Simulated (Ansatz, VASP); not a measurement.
# GaSb in two plane-wave programs

One calculation is typed for both programs; each brings its own data sets and cutoff. How far apart do they land? The cell is taken from a series of VASP runs on this material, whose earlier steps may have relaxed, scaled or displaced it; both programs get it as it stands.

Calculated with Ansatz 0.2.0; plane waves, with VASP 6.6.1 beside it; relaxation of cell and atoms at PBEsol with D3(BJ).

## Step 1: Set-up

Symmetry: F-43m, No. 216, cubic system. Conventional cell: a = 6.043 Å, b = 6.043 Å, c = 6.043 Å, α = 90.00°, β = 90.00°, γ = 90.00°. Nearest to Sb lie 4 Ga at 2.62 Å. Nearest to Ga lie 4 Sb at 2.62 Å. Farther neighbours are not listed.

As a file:

```cif
data_structure
_symmetry_space_group_name_H-M 'P 1'
_symmetry_Int_Tables_number 1
_cell_length_a 4.2733
_cell_length_b 4.2733
_cell_length_c 4.2733
_cell_angle_alpha 60.000
_cell_angle_beta 60.000
_cell_angle_gamma 60.000
_cell_volume 55.18
loop_
_atom_site_label
_atom_site_type_symbol
_atom_site_fract_x
_atom_site_fract_y
_atom_site_fract_z
_atom_site_occupancy
Sb1 Sb 0.25000 0.25000 0.25000 1
Ga2 Ga 0.00000 0.00000 0.00000 1
```

## Step 2: VASP: relaxation of cell and atoms, PBEsol with D3(BJ)

The relaxed volume is the usual yardstick between codes: its relative difference is about their pressure difference at one cell divided by the bulk modulus.

Lines of VASP's logs that name or quote its potential files are left out, and so is its time.

Contents of INCAR:

```
SYSTEM = GaSb
PREC = Accurate
ENCUT = 450
EDIFF = 1E-07
NELM = 100
ISMEAR = 0
SIGMA = 0.03
LREAL = .FALSE.
ALGO = Normal
GGA = PS
IVDW = 12
NBANDS = 15
LORBIT = 11
LWAVE = .FALSE.
LCHARG = .FALSE.
KPAR = 8
IBRION = 2
NSW = 50
ISIF = 3
EDIFFG = -0.002
```

Contents of POSCAR:

```
GaSb
1.0
    0.0000000000      3.0216842859      3.0216842859
    3.0216842859      0.0000000000      3.0216842859
    3.0216842859      3.0216842859      0.0000000000
Sb Ga
1 1
Direct
    0.2500000000      0.2500000000      0.2500000000
    0.0000000000      0.0000000000      0.0000000000
```

Contents of KPOINTS:

```
Automatic mesh
0
Gamma
10 10 10
0 0 0
```

PAW data sets: Sb and Ga_d (PBE family, release 64).

Launch:

```bash
mpirun -np 8 vasp_std
```

Numbers of over 12 decimals in the logs are rounded to 6 here.

Output:

```text
[banner, memory and clock lines left out]
running    8 mpi-ranks, on    1 nodes
 distrk:  each k-point on    1 cores,    8 groups
 distr:  one band on    1 cores,    1 groups

 POSCAR found type information on POSCAR SbGa
 POSCAR found :  2 types and       2 ions
|                                                                             |
|           W    W    AA    RRRRR   N    N  II  N    N   GGGG   !!!           |
|           W    W   A  A   R    R  NN   N  II  NN   N  G    G  !!!           |
|           W    W  A    A  R    R  N N  N  II  N N  N  G       !!!           |
|           W WW W  AAAAAA  RRRRR   N  N N  II  N  N N  G  GGG   !            |
|           WW  WW  A    A  R   R   N   NN  II  N   NN  G    G                |
|           W    W  A    A  R    R  N    N  II  N    N   GGGG   !!!           |
|                                                                             |
|     For optimal performance we recommend to set                             |
|       NCORE = 2 up to number-of-cores-per-socket                            |
|     NCORE specifies how many cores store one orbital (NPAR=cpu/NCORE).      |
|     This setting can greatly improve the performance of VASP for DFT.       |
|     The default, NCORE=1 might be grossly inefficient on modern             |
|     multi-core architectures or massively parallel machines. Do your        |
|     Unfortunately you need to use the default for GW and RPA                |
|     calculations (for HF NCORE is supported but not extensively tested      |
|     yet).                                                                   |
|                                                                             |

|                                                                             |
|               ----> ADVICE to this user running VASP <----                  |
|                                                                             |
|     You enforced a specific xc type in the INCAR file but a different       |
|     [... a line on the potential file left out ...]
|     I HOPE YOU KNOW WHAT YOU ARE DOING!                                     |
|                                                                             |

 LDA part: xc-table for (Slater+PW92), standard interpolation
 POSCAR, INCAR and KPOINTS ok, starting setup
 FFT: planning ... GRIDC
 FFT: planning ... GRID_SOFT
 FFT: planning ... GRID
 WAVECAR not read
 entering main loop
       N       E                     dE             d eps       ncg     rms          rms(c)
DAV:   1     0.780245591353E+02    0.78025E+02   -0.82211E+03  1410   0.138E+03
DAV:   2    -0.212307014863E+01   -0.80148E+02   -0.77074E+02  1592   0.292E+02
DAV:   3    -0.813864208468E+01   -0.60156E+01   -0.59965E+01  1676   0.659E+01
DAV:   4    -0.824699101661E+01   -0.10835E+00   -0.10833E+00  1727   0.101E+01
DAV:   5    -0.824949577666E+01   -0.25048E-02   -0.25047E-02  1794   0.135E+00    0.328E+00
DAV:   6    -0.816923378490E+01    0.80262E-01   -0.88906E-02  1888   0.535E+00    0.193E+00
DAV:   7    -0.814056266286E+01    0.28671E-01   -0.48992E-02  1767   0.209E+00    0.372E-01
DAV:   8    -0.814063619060E+01   -0.73528E-04   -0.50952E-03  1850   0.910E-01    0.113E-01
DAV:   9    -0.814091073531E+01   -0.27454E-03   -0.46848E-04  1634   0.175E-01    0.420E-02
DAV:  10    -0.814090021913E+01    0.10516E-04   -0.19951E-05  1834   0.402E-02    0.124E-02
DAV:  11    -0.814090866466E+01   -0.84455E-05   -0.11965E-05  1585   0.251E-02    0.421E-03
DAV:  12    -0.814090876530E+01   -0.10063E-06   -0.44131E-07  1844   0.630E-03    0.984E-04
DAV:  13    -0.814090874577E+01    0.19529E-07   -0.43604E-08  1265   0.145E-03
   1 F= -.88124671E+01 E0= -.88124671E+01  d E =-.881247E+01
 curvature:   0.00 expect dE= 0.000E+00 dE for cont linesearch  0.000E+00
 trial: gam= 0.00000 g(F)=  0.535E-46 g(S)=  0.193E-05 ort = 0.000E+00 (trialstep = 0.100E+01)
 search vector abs. value=  0.193E-05
 bond charge predicted
       N       E                     dE             d eps       ncg     rms          rms(c)
DAV:   1    -0.814068454252E+01    0.22422E-03   -0.27428E-04  1809   0.277E-01    0.267E-02
DAV:   2    -0.814066754231E+01    0.17000E-04   -0.30606E-05  1774   0.106E-01    0.122E-02
DAV:   3    -0.814066356029E+01    0.39820E-05   -0.43630E-06  1851   0.343E-02    0.280E-03
DAV:   4    -0.814066321080E+01    0.34949E-06   -0.49508E-07  1592   0.924E-03    0.923E-04
DAV:   5    -0.814066320745E+01    0.33497E-08   -0.27780E-08   887   0.211E-03
   2 F= -.88124676E+01 E0= -.88124676E+01  d E =-.446723E-06
 trial-energy change:   -0.000000  1 .order    0.000000   -0.000002    0.000003
 step:   0.6586(harm=  0.4325)  dis= 0.00000  next Energy=    -8.812468 (dE=-0.849E-06)
 bond charge predicted
       N       E                     dE             d eps       ncg     rms          rms(c)
DAV:   1    -0.814075005533E+01   -0.86845E-04   -0.31642E-05  1795   0.939E-02    0.914E-03
DAV:   2    -0.814074804683E+01    0.20085E-05   -0.35807E-06  1767   0.362E-02    0.418E-03
DAV:   3    -0.814074748814E+01    0.55869E-06   -0.50491E-07  1655   0.118E-02    0.961E-04
DAV:   4    -0.814074739861E+01    0.89531E-07   -0.53516E-08   810   0.317E-03
   3 F= -.88124677E+01 E0= -.88124677E+01  d E =-.636952E-06
 curvature:  -0.18 expect dE=-0.627E-07 dE for cont linesearch -0.627E-07
 trial: gam=-0.24399 g(F)=  0.124E-45 g(S)=  0.345E-06 ort = 0.816E-06 (trialstep = 0.932E+00)
 search vector abs. value=  0.616E-07
 reached required accuracy - stopping structural energy minimisation
```

OUTCAR, selected parts (step 2):

```text
ion  position               nearest neighbor table
   1  0.250  0.250  0.250-   2 2.62   2 2.62   2 2.62   2 2.62
   2  0.000  0.000  0.000-   1 2.62   1 2.62   1 2.62   1 2.62

  LATTYP: Found a face centered cubic cell.
 ALAT       =     6.0433685718

 Subroutine GETGRP returns: Found 24 space group operations
 (whereof 24 operations were pure point group operations)

The static configuration has the point symmetry T_d .

 Found     47 irreducible k-points:

   k-points           NKPTS =     47   k-points in BZ     NKDIM =     47   number of bands    NBANDS=     15

   dimension x,y,z NGX =    30 NGY =   30 NGZ =   30
   dimension x,y,z NGXF=    60 NGYF=   60 NGZF=   60

   ENCUT  =  450.0 eV  33.07 Ry    5.75 a.u.   7.39  7.39  7.39*2*pi/ulx,y,z

   NELECT =      18.0000    total number of electrons

 k-points in reciprocal lattice and weights: Automatic mesh
   0.00000000  0.00000000  0.00000000       0.001
   0.10000000  0.00000000  0.00000000       0.008
   0.20000000  0.00000000  0.00000000       0.008
   0.30000000  0.00000000  0.00000000       0.008
   0.40000000  0.00000000  0.00000000       0.008
   0.50000000  0.00000000  0.00000000       0.004
   0.10000000  0.10000000  0.00000000       0.006
   0.20000000  0.10000000  0.00000000       0.024
   0.30000000  0.10000000  0.00000000       0.024
[...]
-0.30000000  0.40000000  0.20000000       0.024
  -0.30000000  0.50000000  0.20000000       0.012

 Edisp (eV)   -0.67180

 average (electrostatic) potential at core
       1 -87.1442       2 -65.2257

 E-fermi :   5.2500

 k-point     1 :       0.0000    0.0000    0.0000
  band No.  band energies     occupation
    ...
      5      -9.9030      2.00000
      6      -6.6524      2.00000
      7       5.1165      2.00000
      8       5.1165      2.00000
      9       5.1165      2.00000
     10       5.3734      0.00000
     11       7.8618      0.00000
     12       7.8618      0.00000
     13       7.8618      0.00000
     14      10.7776      0.00000
    ...

 k-point     2 :       0.1000    0.0000    0.0000
  band No.  band energies     occupation
    ...
      5      -9.9031      2.00000
      6      -6.5445      2.00000
      7       3.5534      2.00000
      8       4.9315      2.00000
      9       4.9315      2.00000
     10       6.2145      0.00000
     11       8.1115      0.00000
     12       8.1115      0.00000
     13       8.2944      0.00000
     14      11.3838      0.00000
    ...

 k-point     3 :       0.2000    0.0000    0.0000
  band No.  band energies     occupation
    ...
      5      -9.9034      2.00000
      6      -6.2298      2.00000
      7       1.8140      2.00000
      8       4.5561      2.00000
      9       4.5561      2.00000
     10       6.1166      0.00000
     11       8.5820      0.00000
     12       8.5820      0.00000
     13       9.6297      0.00000
     14      12.2389      0.00000
    ...

 Edisp (eV)   -0.67172

  Total      -0.00218    -0.00218    -0.00218    -0.00000     0.00000    -0.00000
  in kB      -0.06338    -0.06338    -0.06338    -0.00000     0.00000    -0.00000
  external pressure =       -0.06 kB  Pullay stress =        0.00 kB

  energy-cutoff  :      450.00
  volume of cell :       55.17
      direct lattice vectors                 reciprocal lattice vectors
    -0.000000000  3.021436337  3.021436337    -0.165484208  0.165484208  0.165484208
     3.021436337  0.000000000  3.021436337     0.165484208 -0.165484208  0.165484208
     3.021436337  3.021436337 -0.000000000     0.165484208  0.165484208 -0.165484208

 POSITION                                       TOTAL-FORCE (eV/Angst)
 -----------------------------------------------------------------------------------
      1.51072      1.51072      1.51072         0.000000      0.000000      0.000000
      0.00000      0.00000      0.00000        -0.000000     -0.000000     -0.000000
 -----------------------------------------------------------------------------------
    total drift:                               -0.000000     -0.000000     -0.000000

  FREE ENERGIE OF THE ION-ELECTRON SYSTEM (eV)
  ---------------------------------------------------
  free  energy   TOTEN  =        -8.8124677409 eV

  energy  without entropy=       -8.8124677409  energy(sigma->0) =       -8.81246774

 reached required accuracy - stopping structural energy minimisation

 total charge
# of ion       s       p       d       tot
------------------------------------------
    1        1.127   1.360   0.030   2.517
    2        0.909   0.802   9.967  11.677
--------------------------------------------------
tot          2.036   2.161   9.997  14.195

[... 3 further parts left out ...]
```

## Step 3: Ansatz: relaxation of cell and atoms, PBEsol with D3(BJ)

Ansatz runs on its default PAW (the set named soft_2) files.

The same cell, functional, mesh and smearing now go to Ansatz, which takes its cutoff from its data sets.

Contents of input.yaml:

```yaml
crystal:
  lattice:
    - [0.0, 3.0216842859, 3.0216842859]
    - [3.0216842859, 0.0, 3.0216842859]
    - [3.0216842859, 3.0216842859, 0.0]
  atoms:
    - { symbol: Sb, position: [0.25, 0.25, 0.25] }
    - { symbol: Ga, position: [0.0, 0.0, 0.0] }
hamiltonian:
  xc: pbesol
  pseudopotentials: { kind: paw }
  dispersion: d3bj
kpoints:
  mp_grid: { grid: [10, 10, 10] }
scf:
  occupations: { method: gaussian, width: 0.03 }
relax:
  f_tol: 0.01
  max_steps: 60
  cell: { stress_tol: 0.05 }
output:
  forces: true
  stress: true
```

Launch:

```bash
ansatz run input.yaml --threads 4 --pin off --max-ram 9216MiB --backend cpu --events-out ev --progress --plain --runs-dir out
```

Output:

```text
Engine: ansatz 0.2.0, aarch64-unknown-linux-gnu
Pseudopotentials: kind: paw
Pseudopotential: Sb, paw, valence charge 15, recommended cutoff 420 eV (normal), Sb.paw.azcp
Pseudopotential: Ga, paw, valence charge 13, recommended cutoff 420 eV (normal), Ga.paw.azcp
Functional definition: PBEsol
  exchange = pbesol_x
  correlation = pbesol_c
Crystal: 2 atoms, lattice volume = 55.179 Å³
Basis set: ecut = 420 eV, 1067 PW (Γ), exchange–correlation on 60×60×60 points (8 copies of the dense FFT grid, shifted against one another)
Bands: 18, of which v1, the nominal top of the filled ones, is band 14 counted from 1 (13 counted from 0)
Symmetry: 24 space group operations
Space group: F-43m (ITA 216), of the structure as read, at distance tolerance 3.8e-5 Å
k-points: 47 of 1000 (time reversal used)
Non-local potential: Sb, projectors of the file, l = 0: 2, l = 1: 2, l = 2: 2, l = 3: 2
Non-local potential: Ga, projectors of the file, l = 0: 2, l = 1: 2, l = 2: 3, l = 3: 1
PAW form: soft (Blöchl's): semilocal exchange-correlation on the pseudo side does not see the compensation charge
PAW frozen core: Sb, regenerated for the run's functional, and the local potential with it (the file was generated under x = pbe(κ = 0.804, μ = 0.219515), c = pbe(β = 0.066725))
PAW frozen core: Ga, regenerated for the run's functional, and the local potential with it (the file was generated under x = pbe(κ = 0.804, μ = 0.219515), c = pbe(β = 0.066725))
PAW one-centre angular grid: Sb, 590 points (default); XC on 64 Gauss nodes
PAW one-centre angular grid: Ga, 590 points (default); XC on 64 Gauss nodes
Initial density: superposition of atomic densities (neutral atoms: chi_scale 0, normalization atom), corrected by the library's trained network
Initial wavefunctions: pseudopotential atomic-orbital guess
Functional: x = pbesol(κ = 0.804, μ = 0.123457), c = pbesol(β = 0.046)
SCF iter   1: F=—  HF=-10152.197123 eV  |F-HF|=—  |Δ(HF+E_count)|=         —  Δρ=2.72e-3  dr2=4.90e-3  ethr=1.77e-3  ⟨swp⟩=6.1  Hψ=4416  notcnv=0
preconditioner: auto → none  [insulator: Δε(μ)=0.245 eV  Ē_g=14.662 eV  σ=0.030 eV  W_gap=1.00  n_scr=14 (ndim 8)  ℏωp=21.2 eV  f_vac=0.083  D(μ)=0.00/eV (n_scr^D=0)  ε∞_Penn≈3.1]
SCF iter   2: F=—  HF=-10152.194044 eV  |F-HF|=—  |Δ(HF+E_count)|=   3.08e-3  Δρ=1.11e-3  dr2=5.29e-4  ethr=1.75e-5  ⟨swp⟩=2.0  Hψ=1814  notcnv=0
SCF iter   3: F=—  HF=-10152.194241 eV  |F-HF|=—  |Δ(HF+E_count)|=   1.97e-4  Δρ=3.27e-4  dr2=5.41e-5  ethr=1.89e-6  ⟨swp⟩=2.0  Hψ=1499  notcnv=0
SCF iter   4: F=—  HF=-10152.194231 eV  |F-HF|=—  |Δ(HF+E_count)|=   9.34e-6  Δρ=1.79e-4  dr2=1.19e-5  ethr=1.93e-7  ⟨swp⟩=2.0  Hψ=1269  notcnv=0
SCF iter   5: F=—  HF=-10152.194233 eV  |F-HF|=—  |Δ(HF+E_count)|=   1.55e-6  Δρ=8.71e-5  dr2=2.78e-6  ethr=4.27e-8  ⟨swp⟩=2.3  Hψ=1376  notcnv=0
SCF iter   6: F=—  HF=-10152.194233 eV  |F-HF|=—  |Δ(HF+E_count)|=   6.07e-7  Δρ=2.78e-5  dr2=2.43e-7  ethr=9.91e-9  ⟨swp⟩=2.0  Hψ=1269  notcnv=0
SCF iter   7: F=-10152.194233 eV  HF=-10152.194233 eV  |F-HF|=2.86e-8  |Δ(HF+E_count)|=   3.63e-8  Δρ=7.55e-6  dr2=2.51e-8  ethr=3.57e-10  ⟨swp⟩=5.0  Hψ=3384  notcnv=0
SCF 1 converged in 7 iterations: F = -10152.194233 eV  dr2 = 2.51e-8
  greatest PAW one-centre occupation: 0.996 electrons in one spin orbital (limit 2), on the Sb atom at site 0 (counted from 0), in its partial waves of l = 2
relax step   1: F+E_penalty+E_count = -10152.19423345 eV  Δ(F+E_penalty+E_count) = +0.000e0 eV  max|allowed force component| = 1.850e-16 eV/Å  Δτ_max = 0.0000 Å  P = -0.061 GPa  Ω = 55.179 Å³  (7 SCF iters, dr2 threshold 1.00e-7 eV, accepted)
[...]
relax step   2: F+E_penalty+E_count = -10152.19426083 eV  Δ(F+E_penalty+E_count) = -2.738e-5 eV  max|allowed force component| = 5.493e-17 eV/Å  Δτ_max = 0.0000 Å  P = +0.018 GPa  Ω = 55.102 Å³  energy of the carried Pulay correction = +1.700e-5 eV  (4 SCF iters, dr2 threshold 9.40e-9 eV, accepted)
[...]
relax step   3: F+E_penalty+E_count = -10152.19424476 eV  Δ(F+E_penalty+E_count) = +1.607e-5 eV  max|allowed force component| = 4.106e-17 eV/Å  Δτ_max = 0.0000 Å  P = +0.018 GPa  Ω = 55.102 Å³  stress off target by 1.85e-2 GPa  SCF on the basis re-selected at this cell (its energy is not comparable with the rows above)  (5 SCF iters)
basis re-selected at this cell: Δ(F+E_penalty+E_count) = +1.607e-5 eV, ΔP = +0.000 GPa vs the last step (what re-selecting the basis moved, of the pressure what is left beyond the Pulay correction that the steps carried, after the strain that the cell walked since its last selection, with what the two solves' SCF thresholds leave and, on support functions, any second-order correction that the steps lacked; it is no m [...]
SCF converged after 5 iterations
Free energy (F): -10152.194245 eV
Harris-Foulkes:  -10152.194245 eV  (|F-HF|=3.64e-12)
Internal energy: -10152.194245 eV  (E = F + TS)
E sigma→0 (E₀):  -10152.194245 eV
Fermi energy:    8.198261 eV
--- Per-component energies (eV) ---
  E_band       = -252.795030
  E_kinetic    = 324.569182
  E_local      = -3865.304240  (includes V_loc(G=0)·N_el)
  E_nonlocal   = 790.305230
  E_hartree    = 1779.579361
  E_xc         = -206.332592
  E_vxc        = -155.188799  (∫ρ·V_xc dr)
  E_paw        = -6449.635916  (= ΣΔE_a)
  E_vpaw       = -906.335097  (= ΣTr[D̂ρ^β])
  E_aug_tail   = -0.000117  (compensation charges beyond the density's cutoff)
  E_ewald      = -2525.897307
  E_disp       = -0.672680  (pairwise vdW)
  E_core_change = 1.194835  (= ΣΔE_core)
  E_smearing   = -0.000000  (= −TS)
  E_closure    = -0.000000  (closes the sum)
  Σ components = -10152.194245   (vs F -10152.194245, Δ=0.00e0)
--- Forces (eV/Å), atoms counted from 1 ---
  atom   1  Sb     0.00000000     0.00000000     0.00000000
  atom   2  Ga     0.00000000    -0.00000000    -0.00000000
  max |Σ_I F_I| component: 5.55e-17 eV/Å
--- Stress (GPa, compression-positive) ---
        0.018481       0.000000       0.000000
        0.000000       0.018481       0.000000
        0.000000       0.000000       0.018481
  P = ⅓ Tr σ = 0.0185 GPa (0.185 kbar)
--- Relaxed structure (2 steps of the walk, 2 accepted, 1 SCFs on fresh bases) ---
  F+E_penalty+E_count = -10152.19424476 eV   max|allowed force component| = 4.106e-17 eV/Å   (the final SCF, on the basis selected at the relaxed cell)
  cell:  # Å, volume = 55.1021 Å³
    - [0, 3.020273, 3.020273]
    - [3.020273, 0, 3.020273]
    - [3.020273, 3.020273, 0]
  atoms:
    - { symbol: Sb, position: [0.25, 0.25, 0.25] }
    - { symbol: Ga, position: [0, 0, 0] }
```

It took 2.8 s on 4 threads of Arm Neoverse V2, shared host; peak memory 0.41 GiB.

## Step 4: Differences

Known differences besides the potentials themselves: both relaxations stop at a tolerance, which leaves soft axes loose, and VASP keeps its plane-wave basis; the data sets hold 28 valence electrons in Ansatz (default PAW (the set named soft_2) files) and 18 in VASP; the cutoff is 420 eV in Ansatz and 450 eV in VASP; Ansatz makes its cores anew for this functional, VASP keeps those of its PBE data sets; VASP leaves aspherical gradient terms in its spheres out (LASPH is not set), Ansatz keeps them; Ansatz adds a Pulay correction to the stress that steers its cell, VASP none. Total energies have different zeros and are not compared.

Compared:

```tsv
quantity	Ansatz	VASP	difference
volume (Å³)	55.10	55.17	-0.12 %
edge a after relaxation, in the typed setting (Å)	4.271	4.273	-0.04 %
```

The walks stopped with 0.02 GPa left in Ansatz and -0.01 GPa in VASP; each walk ends within a tolerance, so the volume difference is uncertain by about these residues over the bulk modulus, most in soft cells.

## Step 5: Summary of results

| Quantity | Value |
| --- | --- |
| difference in volume (relaxation of cell and atoms, PBEsol with D3(BJ)) | -0.12 % |

**Reading.** The difference in volume is -0.12 % (relaxation of cell and atoms, PBEsol with D3(BJ)), within the 1.2 % picked in this series as the mark of a large difference, as far as the stopping tolerances let one tell. Such differences can come from data sets, numerical settings and the points named under the comparisons, not from the functional's error against experiment.

[Lines on the potential files, build, host, timing and source positions are cut from VASP's logs without a mark.]

[Logs are printed without paths, hosts, clocks, repeated set-up lines and the standing remarks that a program may print on its own settings, such as how far it seeks lower states.]

[Hosts, paths, dates, database ids (printed as entryN), source tags and the programs' standing remarks are cut or masked in the printed files.]
